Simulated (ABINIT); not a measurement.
Mo:

```
Mo
1.0
    -1.58381    1.58381    1.58381
     1.58381   -1.58381    1.58381
     1.58381    1.58381   -1.58381
Mo
1
Direct
  0.00000 0.00000 0.00000
```

Base run:

| Property | Result |
| --- | --- |
| Program | ABINIT 10.8.3 (patched build) |
| Functional | RPBE |
| Potentials or basis | JTH PAW PBE v2.0 |
| Cutoff | 408 eV |
| k mesh | 12 × 12 × 12 |
| Occupations | fermi-dirac, width 0.05 eV |
| Spin | no spin polarisation |

Its results: band gap on the k mesh none (metal or under the smearing width); pressure 1.5 GPa.

Problem. The run is repeated on the same cell with these changes: functional from RPBE to BP86. What comes out?

Solution. Band gap on the k mesh none (metal or under the smearing width); pressure -0.5 GPa.

Caveats: the PAW data sets were made with another functional, which shifts forces and pressure a little.
